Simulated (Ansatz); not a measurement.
**Energy ranking of Sn2S3 structures**

Level of theory: Ansatz, DFT r2SCAN, scalar-relativistic, plane waves, PAW. All cells share a 500 eV cutoff and Γ-centred k meshes spaced at most 0.3 Å⁻¹ (0.19 for metals, 2π included).

All energies are static (0 K, no zero-point motion). The comparison covers the computed candidates alone. For metals, differences of a few meV/atom aren't resolved. No dispersion correction is applied, so the spacing between layers, chains or molecules is poorly fixed, and with it the volume and density (Sn2S3 P-3m1). No run is spin-polarised.

| # | started from | space group | atoms | V (Å³/atom) | ΔE (meV/atom) | gap on mesh (eV) |
| --- | --- | --- | --- | --- | --- | --- |
| 1 | database cell | Pnma (No. 62) | 20 | 24.9 | 0 | 1.08 |
| 2 | A-type sesquioxide type, changed | P-3m1 (No. 164) | 5 | 24.0 | 78 | 0.00 |

The lowest structure: Space group Pnma (No. 62), orthorhombic, a = 9.167 Å, b = 3.760 Å, c = 14.438 Å. Sn on Wyckoff site c (4 atoms of the primitive cell) has 6 S at 2.52–2.61 Å; Sn on Wyckoff site c (4 atoms of the primitive cell) is coordinated by 3 S at 2.63–2.71 Å; S on Wyckoff site c (4 atoms of the primitive cell) has 3 Sn at 2.57–2.61 Å; S on Wyckoff site c (4 atoms of the primitive cell) has 3 Sn at 2.57–2.71 Å; around S on Wyckoff site c (4 atoms of the primitive cell) lie 3 Sn at 2.52–2.63 Å. Its energy against the elements is -0.491 eV/atom. Formation energies are uncorrected and refer to the lowest elemental structures computed at the same level.

```xyz
20
Lattice="9.1669 0.0000 0.0000 0.0000 3.7605 0.0000 0.0000 0.0000 14.4381" Properties=species:S:1:pos:R:3 pbc="T T T"
Sn    3.1317    2.8204    7.9620
Sn    6.0352    0.9401    6.4761
Sn    7.7152    2.8204   13.6951
Sn    1.4517    0.9401    0.7430
Sn    8.8573    2.8204    4.8287
Sn    0.3096    0.9401    9.6094
Sn    4.2738    2.8204    2.3903
Sn    4.8931    0.9401   12.0477
S     4.3871    2.8204    5.7152
S     4.7798    0.9401    8.7229
S     8.9705    2.8204    1.5039
S     0.1964    0.9401   12.9342
S     7.6179    2.8204    7.2391
S     1.5489    0.9401    7.1990
S     3.0345    2.8204   14.4181
S     6.1324    0.9401    0.0200
S     2.0386    2.8204   10.2329
S     7.1283    0.9401    4.2052
S     6.6220    2.8204   11.4242
S     2.5449    0.9401    3.0139
```

The second: Space group P-3m1 (No. 164), trigonal, a = 3.877 Å, c = 9.218 Å. Around Sn lie 3 S at 2.61 Å and 3 S at 2.81 Å; S on Wyckoff site a (1 atom of the primitive cell) has 6 Sn at 2.81 Å; around S on Wyckoff site d (2 atoms of the primitive cell) lie 3 Sn at 2.61 Å.